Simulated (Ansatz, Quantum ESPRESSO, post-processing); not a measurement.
# BaS(001): dielectric constant from slabs in a field, part 6 of 6

How well do thin films like BaS(001), 5 layers screen a field, with the ions clamped and free?

Quantum ESPRESSO 7.5; plane-wave DFT, PBE, PseudoDojo norm-conserving pseudopotentials; geometry by Ansatz 0.2.0 with PAW datasets.

So far. Step 12 (Relaxed-ion response of the slab in a field, 5 layers): ε = 0.0999 / 0.0046 = 21.53. Step 13 (Geometry from Ansatz, 9 layers): The relaxation lowers the energy by 2 meV an atom.

### Step 14. Self-consistent run, 9 layers: no field

Level of this step: plane-wave DFT, PBE, PseudoDojo norm-conserving pseudopotentials (Quantum ESPRESSO 7.5).

n9.f0.in reads:

```
&control
  prefix = 'n9.f0'
  outdir = './out'
  pseudo_dir = './pseudo'
  calculation = 'scf'
  tprnfor = .true.
  tefield = .true.
  dipfield = .true.
/
&system
  ibrav = 0
  nat = 18
  ntyp = 2
  ecutwfc = 40
  ecutrho = 160
  occupations = 'fixed'
  edir = 3
  emaxpos = 0.97
  eopreg = 0.04
  eamp = 0.0
/
&electrons
  conv_thr = 1e-10
  mixing_beta = 0.5
  electron_maxstep = 120
/
ATOMIC_SPECIES
  Ba  137.3270  Ba.dojo-sr-pbe-0.4.1-standard.upf
  S   32.0600  S.dojo-sr-pbe-0.4.1-standard.upf
CELL_PARAMETERS angstrom
  4.56083873870000 0.00000000000000 0.00000000000000
  0.00000000000000 4.56083873870000 0.00000000000000
  0.00000000000000 0.00000000000000 41.80000000000000
ATOMIC_POSITIONS crystal
  Ba  0.000000000000 0.000000000000 0.194417311581
  S   0.500000000000 0.500000000000 0.194202370842
  Ba  0.500000000000 0.500000000000 0.269460661041
  S   -0.000000000000 0.000000000000 0.269218874147
  Ba  -0.000000000000 0.000000000000 0.346420416794
  S   0.500000000000 0.500000000000 0.346566758509
  Ba  0.500000000000 0.500000000000 0.423219693331
  S   -0.000000000000 0.000000000000 0.423167134044
  Ba  0.000000000000 0.000000000000 0.499999998639
  S   0.500000000000 0.500000000000 0.500000000263
  Ba  0.500000000000 0.500000000000 0.576780304299
  S   0.000000000000 0.000000000000 0.576832865733
  Ba  0.000000000000 0.000000000000 0.653579580978
  S   0.500000000000 0.500000000000 0.653433242559
  Ba  0.500000000000 0.500000000000 0.730539338619
  S   0.000000000000 0.000000000000 0.730781127846
  Ba  0.000000000000 0.000000000000 0.805582686479
  S   0.500000000000 0.500000000000 0.805797634296
K_POINTS automatic
  4 4 1 0 0 0
```

On the command line:

```
OMP_NUM_THREADS=1 mpirun -n 8 pw.x -nk 1 -in n9.f0.in > n9.f0.out
```

Output:

```text
[banner, memory and clock lines left out]
Program PWSCF v.7.5 starts
[...]
number of electrons       =       144.00
     number of Kohn-Sham states=           72
     kinetic-energy cutoff     =      40.0000  Ry
     charge density cutoff     =     160.0000  Ry
[...]
number of k points=    10
[...]
Dense  grid:   200731 G-vectors     FFT dimensions: (  36,  36, 320)
[...]
negative rho (up, down):  9.717E-05 0.000E+00
[...]
Starting wfcs are   81 randomized atomic wfcs
[...]
negative rho (up, down):  1.185E-08 0.000E+00
[...]
estimated scf accuracy    <       1.91116434 Ry
[...]
estimated scf accuracy    <       0.36528766 Ry
[...]
estimated scf accuracy    <       0.03977360 Ry
[...]
estimated scf accuracy    <       0.04011762 Ry
[...]
estimated scf accuracy    <       0.01783406 Ry
[...]
estimated scf accuracy    <       0.00092863 Ry
[...]
estimated scf accuracy    <       0.00032891 Ry
[...]
estimated scf accuracy    <       0.00003497 Ry
[...]
estimated scf accuracy    <       0.00000476 Ry
[...]
estimated scf accuracy    <       0.00000032 Ry
[...]
estimated scf accuracy    <       0.00000003 Ry
[...]
estimated scf accuracy    <       0.00000001 Ry
[...]
estimated scf accuracy    <          1.2E-09 Ry
[...]
Total length         75.8309 bohr
[...]
estimated scf accuracy    <          3.8E-10 Ry
[...]
Computed dipole along edir(3) :
        Dipole                0.0001 Ry au,          0.0002 Debye
        Dipole field          0.0000 Ry au,
        Potential amp.       -0.0000 Ry
        Total length         75.8309 bohr
[...]
highest occupied level (ev):     2.7249
!    total energy              =    -707.00577201 Ry
     estimated scf accuracy    <          7.9E-11 Ry
[...]
one-electron contribution =   -4595.80060711 Ry
     hartree contribution      =    2338.13010784 Ry
     xc contribution           =    -177.98371863 Ry
     ewald contribution        =    1728.64844588 Ry
     electric field correction =       0.00000000 Ry
     convergence has been achieved in  15 iterations
[...]
Total force =     0.001629     Total SCF correction =     0.000025
[...]
```

Elapsed: 84 s, on 8 MPI ranks of Arm Neoverse V2, shared host; peak memory 1.1 GiB.

Read from the output:

```
free energy                    : -9619.3036 eV
dipole along the normal        : 4.16e-5 e·Å
valence top, on the run's zero : 2.725 eV
```

### Step 15. Potential by pp.x, 9 layers

n9.f0.pot.in reads:

```
&inputpp
  prefix = 'n9.f0'
  outdir = './out'
  filplot = 'n9.f0.pot.dat'
  plot_num = 11
/
```

On the command line:

```
OMP_NUM_THREADS=1 mpirun -n 8 pp.x -in n9.f0.pot.in > n9.f0.pot.out
```

The job ended after 0.82 s (8 MPI ranks; peak memory 0.12 GiB; 5.8 s of CPU time).

This step gave:

| Item | Value |
| --- | --- |
| slope of the potential above | 3.54e-4 eV/Å |
| upper vacuum line continued to the top atoms, over the valence top | 4.220 eV |
| slope of the potential below | -1.83e-4 eV/Å |
| lower vacuum line continued to the bottom atoms, over the valence top | 4.221 eV |
| vacuum level at the upper face over the valence top of the mesh | 4.221 eV |
| vacuum level at the lower face over the valence top of the mesh | 4.222 eV |

### Step 16. Ground state, 9 layers: field 0.1 V/Å

n9.f1.in, as its differences from the input of step 14:

```diff
@@ -1,3 +1,3 @@
 &control
-  prefix = 'n9.f0'
+  prefix = 'n9.f1'
   outdir = './out'
@@ -19,3 +19,3 @@
   eopreg = 0.04
-  eamp = 0.0
+  eamp = 0.00194469
 /
```

On the command line:

```
OMP_NUM_THREADS=1 mpirun -n 8 pw.x -nk 1 -in n9.f1.in > n9.f1.out
```

Output:

```text
[banner, memory and clock lines left out]
Program PWSCF v.7.5 starts
[...]
number of electrons       =       144.00
     number of Kohn-Sham states=           72
     kinetic-energy cutoff     =      40.0000  Ry
     charge density cutoff     =     160.0000  Ry
[...]
number of k points=    10
[...]
Dense  grid:   200731 G-vectors     FFT dimensions: (  36,  36, 320)
[...]
negative rho (up, down):  9.717E-05 0.000E+00
[...]
Starting wfcs are   81 randomized atomic wfcs
[...]
negative rho (up, down):  4.717E-08 0.000E+00
[...]
estimated scf accuracy    <       1.90321423 Ry
[...]
estimated scf accuracy    <       0.36215002 Ry
[...]
estimated scf accuracy    <       0.03853680 Ry
[...]
estimated scf accuracy    <       0.03945471 Ry
[...]
estimated scf accuracy    <       0.01717857 Ry
[...]
estimated scf accuracy    <       0.00140930 Ry
[...]
estimated scf accuracy    <       0.00025920 Ry
[...]
estimated scf accuracy    <       0.00003824 Ry
[...]
estimated scf accuracy    <       0.00000508 Ry
[...]
estimated scf accuracy    <       0.00000037 Ry
[...]
estimated scf accuracy    <       0.00000031 Ry
[...]
estimated scf accuracy    <       0.00000005 Ry
[...]
estimated scf accuracy    <          2.6E-09 Ry
[...]
estimated scf accuracy    <          5.2E-10 Ry
[...]
estimated scf accuracy    <          1.2E-10 Ry
[...]
Computed dipole along edir(3) :
        Dipole                0.5081 Ry au,          1.2915 Debye
        Dipole field          0.0011 Ry au,
        E field amplitude [Ha a.u.]:  1.9447E-03
        Potential amp.        0.1299 Ry
        Total length         75.8309 bohr
[...]
highest occupied level (ev):     2.9995
!    total energy              =    -707.00676003 Ry
     estimated scf accuracy    <          1.7E-11 Ry
[...]
one-electron contribution =   -4595.79469460 Ry
     hartree contribution      =    2338.12440020 Ry
     xc contribution           =    -177.98348815 Ry
     ewald contribution        =    1728.64844588 Ry
     electric field correction =      -0.00142335 Ry
     convergence has been achieved in  16 iterations
[...]
Total force =     0.009023     Total SCF correction =     0.000011
[...]
```

Wall time 89 s (8 MPI ranks); peak memory 1 GiB.

Numbers from this step:

* free energy: -9619.3170 eV
* dipole along the normal: 0.2689 e·Å
* valence top, on the run's zero: 2.999 eV

### Step 17. Electrostatic potential, 9 layers

n9.f1.pot.in reads:

```
&inputpp
  prefix = 'n9.f1'
  outdir = './out'
  filplot = 'n9.f1.pot.dat'
  plot_num = 11
/
```

On the command line:

```
OMP_NUM_THREADS=1 mpirun -n 8 pp.x -in n9.f1.pot.in > n9.f1.pot.out
```

Run time: 0.83 s. Hardware: 8 MPI ranks; peak memory 0.13 GiB.

This step gave:

| Quantity | Value |
| --- | --- |
| slope of the potential above | 0.1003 eV/Å |
| upper vacuum line continued to the top atoms, over the valence top | 4.074 eV |
| slope of the potential below | 0.09976 eV/Å |
| lower vacuum line continued to the bottom atoms, over the valence top | 3.857 eV |

The slope in the vacuum is 0.100 eV/Å for an applied 0.10 V/Å, as it should be.

### Step 18. Clamped-ion dielectric constant from the field inside the slab, 9 layers

Numbers from this step:

```
change of slope in the vacuum : 0.09992 eV/Å
polarisability a cell         : 38.74 Å³
sheet polarisability 4πα/A    : 23.41 Å
change of slope inside        : 0.02080 eV/Å
dielectric constant           : 4.805
```

Running mean over one layer period, set to zero at the slab's centre. Table of change of the potential energy, second field less first by z:

| z (Å) | change of the potential energy, second field less first (eV) |
| --- | --- |
| 0 | -0.237 |
| 2 | -0.718 |
| 4 | -0.520 |
| 6 | -0.344 |
| 8 | -0.260 |
| 10 | -0.225 |
| 12 | -0.186 |
| 14 | -0.143 |
| 16 | -0.102 |
| 18 | -0.0604 |
| 20 | -0.0188 |
| 22 | 0.0230 |
| 24 | 0.0646 |
| 26 | 0.106 |
| 28 | 0.148 |
| 30 | 0.190 |
| 32 | 0.228 |
| 34 | 0.266 |
| 36 | 0.361 |
| 38 | 0.543 |
| 40 | 0.548 |

ε = 0.0999 / 0.0208 = 4.80.

### Step 19. By thickness

The sheet polarisability 4πα/A by layers:

| layers | sheet polarisability 4πα/A (Å) |
| --- | --- |
| 5.00 | 13.2 |
| 9.00 | 23.4 |

Table of dielectric constant by layers:

| layers | dielectric constant |
| --- | --- |
| 5.00 | 4.78 |
| 9.00 | 4.80 |

### Step 20. Self-consistent run, 5 layers, with ecutwfc = 32, ecutrho = 128, mixing_mode = TF and mixing_beta = 0.1 and more

A sensitivity test on the input.

n5.f1.w0.in reads:

```
&control
  prefix = 'n5.f1.w0'
  outdir = './out'
  pseudo_dir = './pseudo'
  calculation = 'scf'
  tprnfor = .true.
  tefield = .true.
  dipfield = .true.
/
&system
  ibrav = 0
  nat = 10
  ntyp = 2
  ecutwfc = 32
  ecutrho = 128
  occupations = 'fixed'
  edir = 3
  emaxpos = 0.97
  eopreg = 0.04
  eamp = 0.00194469
/
&electrons
  conv_thr = 1e-10
  mixing_beta = 0.1
  electron_maxstep = 60
  mixing_mode = 'TF'
/
ATOMIC_SPECIES
  Ba  137.3270  Ba.dojo-sr-pbe-0.4.1-standard.upf
  S   32.0600  S.dojo-sr-pbe-0.4.1-standard.upf
CELL_PARAMETERS angstrom
  4.56083873870000 0.00000000000000 0.00000000000000
  0.00000000000000 4.56083873870000 0.00000000000000
  0.00000000000000 0.00000000000000 28.90000000000000
ATOMIC_POSITIONS crystal
  Ba  -0.000000000000 0.000000000000 0.280164965952
  S   0.500000000000 0.500000000000 0.279807064670
  Ba  0.500000000000 0.500000000000 0.388672194954
  S   -0.000000000000 0.000000000000 0.388408352514
  Ba  0.000000000000 0.000000000000 0.499999995996
  S   0.500000000000 0.500000000000 0.500000002911
  Ba  0.500000000000 0.500000000000 0.611327799255
  S   0.000000000000 0.000000000000 0.611591653419
  Ba  0.000000000000 0.000000000000 0.719835029236
  S   0.500000000000 0.500000000000 0.720192941093
K_POINTS automatic
  4 4 1 0 0 0
```

On the command line:

```
OMP_NUM_THREADS=1 mpirun -n 8 pw.x -nk 1 -in n5.f1.w0.in > n5.f1.w0.out
```

Output:

```text
[banner, memory and clock lines left out]
Program PWSCF v.7.5 starts

          URL

     Presently no symmetry can be used with electric field

     bravais-lattice index     =            0
     lattice parameter (alat)  =       8.6187  a.u.
     unit-cell volume          =    4056.8026 (a.u.)^3
     number of atoms/cell      =           10
     number of atomic types    =            2
     number of electrons       =        80.00
     number of Kohn-Sham states=           40
     kinetic-energy cutoff     =      32.0000  Ry
     charge density cutoff     =     128.0000  Ry
     scf convergence threshold =      1.0E-10
     mixing beta               =       0.1000
     number of iterations used =            8  TF        mixing
     Exchange-correlation= PBE
                           (   1   4   3   4   0   0   0)

     celldm(1)=   8.618736  celldm(2)=   0.000000  celldm(3)=   0.000000
     celldm(4)=   0.000000  celldm(5)=   0.000000  celldm(6)=   0.000000

     crystal axes: (cart. coord. in units of alat)
               a(1) = (   1.000000   0.000000   0.000000 )
               a(2) = (   0.000000   1.000000   0.000000 )
               a(3) = (   0.000000   0.000000   6.336554 )

     reciprocal axes: (cart. coord. in units 2 pi/alat)
               b(1) = (  1.000000  0.000000  0.000000 )
               b(2) = (  0.000000  1.000000  0.000000 )
               b(3) = (  0.000000  0.000000  0.157814 )

     PseudoPot. # 1 for Ba read from file:
     ./pseudo/Ba.dojo-sr-pbe-0.4.1-standard.upf
     Pseudo is Norm-conserving + core correction, Zval = 10.0
     Generated using ONCVPSP code by D. R. Hamann
     Using radial grid of 1958 points,  6 beta functions with:
                l(1) =   0
                l(2) =   0
                l(3) =   1
                l(4) =   1
                l(5) =   2
                l(6) =   2

     PseudoPot. # 2 for S  read from file:
     ./pseudo/S.dojo-sr-pbe-0.4.1-standard.upf
     Pseudo is Norm-conserving + core correction, Zval =  6.0
     Generated using ONCVPSP code by D. R. Hamann
     Using radial grid of 1146 points,  6 beta functions with:
                l(1) =   0
                l(2) =   0
                l(3) =   1
                l(4) =   1
                l(5) =   2
                l(6) =   2

     atomic species   valence    mass     pseudopotential
     Ba               10.00   137.32700     Ba( 1.00)
     S                 6.00    32.06000     S ( 1.00)

     No symmetry found

   Cartesian axes

     site n.     atom                  positions (alat units)
         1        Ba     tau(   1) = (   0.0000000   0.0000000   1.7752804  )
         2        S      tau(   2) = (   0.5000000   0.5000000   1.7730125  )
         3        Ba     tau(   3) = (   0.5000000   0.5000000   2.4628423  )
[...]
total energy              =    -392.72981211 Ry
     estimated scf accuracy    <       0.00014473 Ry

     iteration # 56     ecut=    32.00 Ry     beta= 0.10
     Davidson diagonalization with overlap
     ethr =  1.81E-07,  avg # of iterations =  1.0

     negative rho (up, down):  4.994E-03 0.000E+00

     Adding external electric field

     Computed dipole along edir(3) :
        Dipole                0.3774 Ry au,          0.9593 Debye
        Dipole field          0.0012 Ry au,

        E field amplitude [Ha a.u.]:  1.9447E-03
        Potential amp.        0.0813 Ry
        Total length         52.4286 bohr

     total energy              =    -392.72979584 Ry
     estimated scf accuracy    <       0.00013388 Ry

     iteration # 57     ecut=    32.00 Ry     beta= 0.10
     Davidson diagonalization with overlap
     ethr =  1.67E-07,  avg # of iterations =  1.0

     negative rho (up, down):  3.780E-03 0.000E+00

     Adding external electric field

     Computed dipole along edir(3) :
        Dipole                0.3406 Ry au,          0.8658 Debye
        Dipole field          0.0011 Ry au,

        E field amplitude [Ha a.u.]:  1.9447E-03
        Potential amp.        0.0933 Ry
        Total length         52.4286 bohr

     total energy              =    -392.72973386 Ry
     estimated scf accuracy    <       0.00012236 Ry

     iteration # 58     ecut=    32.00 Ry     beta= 0.10
     Davidson diagonalization with overlap
     ethr =  1.53E-07,  avg # of iterations =  2.3

     negative rho (up, down):  3.189E-03 0.000E+00

     Adding external electric field

     Computed dipole along edir(3) :
        Dipole                0.3386 Ry au,          0.8606 Debye
        Dipole field          0.0010 Ry au,

        E field amplitude [Ha a.u.]:  1.9447E-03
        Potential amp.        0.0939 Ry
        Total length         52.4286 bohr

     total energy              =    -392.72972769 Ry
     estimated scf accuracy    <       0.00010944 Ry

     iteration # 59     ecut=    32.00 Ry     beta= 0.10
     Davidson diagonalization with overlap
     ethr =  1.37E-07,  avg # of iterations =  2.0

     negative rho (up, down):  3.485E-03 0.000E+00

     Adding external electric field

     Computed dipole along edir(3) :
        Dipole                0.3374 Ry au,          0.8577 Debye
        Dipole field          0.0010 Ry au,

        E field amplitude [Ha a.u.]:  1.9447E-03
        Potential amp.        0.0943 Ry
        Total length         52.4286 bohr

     total energy              =    -392.72975306 Ry
     estimated scf accuracy    <       0.00012169 Ry

     iteration # 60     ecut=    32.00 Ry     beta= 0.10
     Davidson diagonalization with overlap
     ethr =  1.37E-07,  avg # of iterations =  1.0

     negative rho (up, down):  3.705E-03 0.000E+00

     Adding external electric field

     Computed dipole along edir(3) :
        Dipole                0.3382 Ry au,          0.8596 Debye
        Dipole field          0.0010 Ry au,

        E field amplitude [Ha a.u.]:  1.9447E-03
        Potential amp.        0.0941 Ry
        Total length         52.4286 bohr

     total energy              =    -392.72975835 Ry
     estimated scf accuracy    <       0.00011966 Ry

     End of self-consistent calculation

     convergence NOT achieved after  60 iterations: stopping

     XML data file, charge density

                                        0.00s GPU  (    1698 calls)
```

The job ended after 47 s (8 MPI ranks; peak memory 0.53 GiB).

The run ended without convergence. The estimated SCF accuracy went from 1.16 Ry in the first cycle kept to 0.000109 Ry at best and 0.00012 Ry in the last.

More iterations help only where the error still falls; otherwise the mixing, the start or the set-up has to change.

### Step 21. By hand

A slab of thickness t takes t(1 − 1/ε) off the field's path. Four layers: (23.406 − 13.229) / 12.838 = 0.7927, so ε = 1/(1 − 0.7927) = 4.82.

### Step 22. Summary of results

- clamped-ion dielectric constant, 5 layers: 4.78
- clamped-ion dielectric constant, 9 layers: 4.80
- relaxed-ion value, 5 layers, two rough readings (polarisability, inner slope): 18.2, 21.5
- sheet polarisability, 5 layers: 13.2 Å
- sheet polarisability, 9 layers: 23.4 Å

In words: The electronic dielectric constant inside comes to 4.80; with the ions free five layers give only rough readings (PBE, PseudoDojo norm-conserving). Four more layers add 12.84 Å and 10.18 Å of sheet polarisability; 1 − 1/ε = 0.793 then gives ε = 4.82 for the interior, free of the surfaces. With the ions free 4πα/A grows from 13.23 to 15.81 Å. At the thickness that the clamped run implies, 16.73 Å, this is ε = 18.2, with the answer of the surface ions in it; the slope of the inner potential gives 21.5, but that slope is small and hangs on the window of the fit. The cubic lattice constant was set to 6.45 Å, near the PBE value. These functionals tend to put the electronic constant too high, and five layers have little bulk-like interior. Neither relaxed-ion reading is the bulk's static constant.

[Logs are printed without paths, hosts, clocks, repeated set-up lines and the standing remarks that a program may print on its own settings, such as how far it seeks lower states.]

[Hosts, paths, dates, database ids (printed as entryN), source tags and the programs' standing remarks are cut or masked in the printed files.]

[Maps of the electrostatic potential energy from Ansatz leave out the sawtooth potential of an applied field or a dipole correction, so their vacuum need not be flat; planar profiles and work functions include it.]
